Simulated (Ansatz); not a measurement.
# Ti: the cost of one run

Program: Ansatz 0.2.0. Level of theory: DFT PBE, scalar-relativistic, plane waves, PAW. These are calculated values, not measurements.

1 further run of the same task is left out (set aside as unsound or not needed).

### 1 The system as given

Symmetry: P6/mmm, No. 191, hexagonal system. The conventional cell has a = 4.567 Å, b = 4.567 Å, c = 2.826 Å, α = 90.00°, β = 90.00°, γ = 120.00°. Ti (site symmetry 6/mmm) is surrounded by 14 Ti at 2.83 to 2.99 Å. Ti (site symmetry -6m2) is surrounded by 11 Ti at 2.64 to 2.99 Å.

As a file:

```cif
data_structure
_symmetry_space_group_name_H-M 'P6/mmm'
_symmetry_Int_Tables_number 191
_cell_length_a 4.5674
_cell_length_b 4.5674
_cell_length_c 2.8262
_cell_angle_alpha 90.000
_cell_angle_beta 90.000
_cell_angle_gamma 120.000
_cell_volume 51.06
loop_
_atom_site_label
_atom_site_type_symbol
_atom_site_symmetry_multiplicity
_atom_site_Wyckoff_symbol
_atom_site_fract_x
_atom_site_fract_y
_atom_site_fract_z
_atom_site_occupancy
Ti1 Ti 1 a 0.00000 0.00000 0.00000 1
Ti2 Ti 2 d 0.33333 0.66667 0.50000 1
```

The structure comes from the Materials Project (structure only).

### 2 A single atom displaced

What differs from the listed cell: atom 1 (Ti) moved by 0.23 Å.

Contents of input.yaml:

```yaml
crystal:
  lattice:
    - [4.5673748306, 0.0, 0.0]
    - [-2.2836874153, 3.9554626319, 0.0]
    - [0.0, 0.0, 2.82624427]
  atoms:
    - { symbol: Ti, position: [0.0492624337, 0.0, 0.0] }
    - { symbol: Ti, position: [0.3333333333, 0.6666666667, 0.5] }
    - { symbol: Ti, position: [0.6666666667, 0.3333333333, 0.5] }
basis:
  ecutwfc: 420
kpoints:
  mp_grid: { grid: [9, 9, 14] }
hamiltonian:
  xc: pbe
scf:
  occupations: { method: gaussian, width: 0.1 }
output:
  forces: true
  stress: true
  eigenvalues: true
  populations: true
  write_density: true
  write_potential: true
  elf: true
  volumetric_format: npy
```

On the command line:

```bash
ansatz run input.yaml --threads 1 --pin off --max-ram 1331MiB --backend cpu --events-out ev --progress --plain --runs-dir out
```

Q: Estimate wall time and peak memory on 1 thread of Arm Neoverse N1, shared host.

About 53 s, with a peak of 0.47 GiB.
